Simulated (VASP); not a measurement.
# VASP 6.6.1 run: AgCl

INCAR

```
NELECT = 18.5
LWAVE = .FALSE.
NBANDS = 16
LASPH = .TRUE.
ISMEAR = -1
ISIF = 2
PREC = Accurate
IBRION = -1
NSW = 0
GGA = PE
EDIFF = 1E-7
LCHARG = .FALSE.
SIGMA = 0.02
NELM = 120
ENCUT = 520
LREAL = .FALSE.
```

KPOINTS

```
KPOINTS created by Atomic Simulation Environment
0
Gamma
8 8 8
0 0 0
```

POSCAR

```
Ag Cl
 1.0000000000000000
    -0.0000000000000000    2.9932461610011161    2.9932461610011161
     2.9932461610011161   -0.0000000000000000    2.9932461610011161
     2.9932461610011161    2.9932461610011161    0.0000000000000000
 Ag  Cl
   1   1
Cartesian
  0.0000000000000000  0.0000000000000000  0.0000000000000000
  1.4966230805005580  1.4966230805005580  1.4966230805005580
```

The recommended PBE PAW datasets give the neutral cell 18 valence electrons.

Command

```
mpirun -np 1 vasp_std
```

OSZICAR

```
N       E                     dE             d eps       ncg     rms          rms(c)
DAV:   1     0.104900555302E+03    0.10490E+03   -0.85724E+03   968   0.100E+03
DAV:   2     0.867756258532E+00   -0.10403E+03   -0.97765E+02  1136   0.222E+02
DAV:   3    -0.334799676330E+01   -0.42158E+01   -0.42060E+01  1288   0.464E+01
DAV:   4    -0.338326167271E+01   -0.35265E-01   -0.35262E-01  1104   0.451E+00
DAV:   5    -0.338386302306E+01   -0.60135E-03   -0.60134E-03  1248   0.588E-01    0.125E+01
DAV:   6    -0.318201004971E+01    0.20185E+00   -0.43337E-01  1184   0.644E+00    0.730E+00
DAV:   7    -0.318280415797E+01   -0.79411E-03   -0.12938E-01  1056   0.286E+00    0.195E+00
DAV:   8    -0.318036711240E+01    0.24370E-02   -0.13574E-02  1120   0.155E+00    0.476E-01
DAV:   9    -0.318043521008E+01   -0.68098E-04   -0.28608E-03  1152   0.528E-01    0.879E-02
DAV:  10    -0.318047288863E+01   -0.37679E-04   -0.12026E-04  1200   0.887E-02    0.383E-02
DAV:  11    -0.318052488943E+01   -0.52001E-04   -0.14213E-04  1008   0.107E-01    0.267E-02
DAV:  12    -0.318051978778E+01    0.51017E-05   -0.19476E-05  1296   0.585E-02    0.596E-03
DAV:  13    -0.318051947303E+01    0.31475E-06   -0.11004E-06  1136   0.804E-03    0.395E-03
DAV:  14    -0.318051961597E+01   -0.14294E-06   -0.10397E-06  1080   0.118E-02    0.223E-03
DAV:  15    -0.318051963449E+01   -0.18520E-07   -0.72386E-08   960   0.287E-03
   1 F= -.31805196E+01 E0= -.31798748E+01  d E =-.128972E-02
```

Standard output (part)

```
POSCAR found type information on POSCAR AgCl
 POSCAR found :  2 types and       2 ions
 LDA part: xc-table for (Slater+PW92), standard interpolation
 POSCAR, INCAR and KPOINTS ok, starting setup
 WAVECAR not read
 entering main loop
 the old and the new charge density differ
    0.125E+01
```

From OUTCAR

```
k-points           NKPTS =     29   k-points in BZ     NKDIM =     29   number of bands    NBANDS=     16

   NELECT =      18.5000    total number of electrons

   dimension x,y,z NGX =    32 NGY =   32 NGZ =   32
   dimension x,y,z NGXF=    64 NGYF=   64 NGZF=   64

  energy-cutoff  :      520.00
  volume of cell :       53.64
      direct lattice vectors                 reciprocal lattice vectors
     0.000000000  2.993246161  2.993246161    -0.167042727  0.167042727  0.167042727
     2.993246161  0.000000000  2.993246161     0.167042727 -0.167042727  0.167042727
     2.993246161  2.993246161  0.000000000     0.167042727  0.167042727 -0.167042727

 k-points in reciprocal lattice and weights: KPOINTS created by Atomic Simulation Env
   0.00000000  0.00000000  0.00000000       0.002
   0.12500000  0.00000000  0.00000000       0.016
   0.25000000  0.00000000  0.00000000       0.016
   0.37500000  0.00000000  0.00000000       0.016
   0.50000000  0.00000000  0.00000000       0.008
   0.12500000  0.12500000  0.00000000       0.012
   0.25000000  0.12500000  0.00000000       0.047
   0.37500000  0.12500000  0.00000000       0.047
   ...

 E-fermi :   5.0193

 k-point     1 :       0.0000    0.0000    0.0000
  band No.  band energies     occupation
      1     -13.1618      2.00000
      2      -2.4280      2.00000
      3      -2.4280      2.00000
      4      -2.4280      2.00000
      5      -0.4696      2.00000
      6      -0.4696      2.00000
      7       1.6927      2.00000
      8       1.6927      2.00000
      9       1.6927      2.00000
     10       2.6184      2.00000
     11       9.5996      0.00000
     12       9.5996      0.00000
     13       9.5996      0.00000
     14      14.0619      0.00000
     15      14.1924      0.00000
     16      14.1924      0.00000

 k-point     2 :       0.1250    0.0000    0.0000
  band No.  band energies     occupation
      1     -13.1346      2.00000
      2      -2.4814      2.00000
      3      -2.3977      2.00000
      4      -2.3977      2.00000
      5      -0.4747      2.00000
      6      -0.4747      2.00000
      7       1.2573      2.00000
      8       1.6170      2.00000
      9       1.6170      2.00000
     10       3.1696      2.00000
     11       9.0838      0.00000
     12       9.7423      0.00000
     13       9.7423      0.00000
     14      13.5610      0.00000
     15      13.5610      0.00000
     16      14.3167      0.00000

 k-point     3 :       0.2500    0.0000    0.0000
  band No.  band energies     occupation
      1     -13.0681      2.00000
      2      -2.5659      2.00000
      3      -2.3268      2.00000
      4      -2.3268      2.00000
      5      -0.4699      2.00000
      6      -0.4699      2.00000
      7       0.5655      2.00000
      8       1.4233      2.00000
      9       1.4233      2.00000
     10       4.1214      2.00000
     11       8.3274      0.00000
     12       9.9630      0.00000
     13       9.9630      0.00000
     14      13.2744      0.00000
     15      13.2744      0.00000
     16      13.5365      0.00000

 ...

  Total        5.5541183      5.5541183      5.5541183     -0.0000000      0.0000000      0.0000000
  in kB      165.9084133    165.9084133    165.9084133     -0.0000000      0.0000000      0.0000000
  external PRESSURE =     165.9084133 kB  Pullay stress =       0.0000000 kB

 POSITION                                       TOTAL-FORCE (eV/Angst)
 -----------------------------------------------------------------------------------
      0.00000      0.00000      0.00000        -0.000000     -0.000000     -0.000000
      1.49662      1.49662      1.49662         0.000000      0.000000      0.000000
 -----------------------------------------------------------------------------------
    total drift:                                0.000000      0.000000      0.000000

  FREE ENERGIE OF THE ION-ELECTRON SYSTEM (eV)
  ---------------------------------------------------
  free  energy   TOTEN  =        -3.1805196345 eV

  energy  without entropy=       -3.1792299123  energy(sigma->0) =       -3.17987477
```

It converged. Results: pressure 16.6 GPa.

The cell is charged and sits in a uniform background.

For comparison, a separate PBE run of the intended cell, on usual settings and not on those above, gives a gap of 1.25 eV on its mesh and a pressure of 1.1 GPa.

The run above took about 26 s on one core of a shared host (Intel Xeon Platinum 8488C) and held 0.17 GiB at most.
